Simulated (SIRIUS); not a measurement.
Runs of SIRIUS 7.12.0 on PtS2. It takes space group P-3m1 (No. 164, trigonal). Conventional cell: a = 3.543 Å, b = 3.543 Å, c = 5.039 Å, α = 90.00°, β = 90.00°, γ = 120.00°. Around Pt (site symmetry -3m) lie 6 S at 2.34 Å. S (site symmetry 3m) is surrounded by 3 Pt at 2.34 Å. 

| level | potentials or basis | cell | k mesh | cutoff (eV) | radial cutoff for the potentials' integrals | gap on the mesh (eV) | pressure (GPa) | largest force (eV/Å) |
| --- | --- | --- | --- | --- | --- | --- | --- | --- |
| PBEsol | PseudoDojo 0.4.1 PBEsol standard (scalar relativistic) | as given | 9 × 9 × 5 | 1152 | 6.5 bohr | 0.95 | 6.2 | (a) |
| PBEsol | PseudoDojo 0.4.1 PBEsol standard (scalar relativistic) | atoms moved at random, drawn with an rms of 0.05 Å | 9 × 9 × 5 | 1152 | 6.5 bohr | 0.82 | 4.4 | 1.09 |
| PBE | SPMS 1.0 PBE (norm-conserving) | as given | 8 × 8 × 4 | 1152 | 6.5 bohr | (b) | 11.4 | 1.25 |
| PBE | PseudoDojo 0.5 PBE stringent (scalar relativistic) | as given | 8 × 8 × 4 | 1152 | 6.5 bohr | 0.90 | 11.4 | 1.24 |
| PBE | SG15 1.2 PBE (norm-conserving) | as given | 8 × 8 × 4 | 1152 | 6.5 bohr | 0.92 | 11.9 | 1.28 |
| PBE | GBRV 1.5 PBE (ultrasoft) | as given | 8 × 8 × 4 | 557 | - | 0.90 | 11.1 | 1.25 |
| PBE | PseudoDojo 0.4.1 PBE standard (scalar relativistic) | as given | 8 × 8 × 4 | 1152 | 6.5 bohr | 0.90 | 11.4 | 1.24 |
| PBE | PseudoDojo 0.4 PBE stringent (scalar relativistic) | as given | 8 × 8 × 4 | 1152 | 6.5 bohr | 0.90 | 11.4 | 1.24 |
| PBE | SSSP 1.3.0 PBE efficiency | as given | 8 × 8 × 4 | 828 | - | 0.90 | 11.3 | 1.24 |

Alike in all rows: task single point; no spin polarisation; smearing fermi-dirac 0.05 eV.

Task: Estimate the missing entries.

Result: (a) 0.94; (b) 0.91.

Caveats: spin-orbit coupling is left out, which moves the levels of the heavy elements; forces of over 1 eV/Å show positions far from the minimum, so gaps and moduli don't describe the material at rest (some runs); an odd mesh through Γ misses points on the zone boundary, where band edges often lie (some runs).

A k mesh can miss the band edges, and the runs leave out spin-orbit coupling on Pt.

The runs don't all hold the same shells in valence.
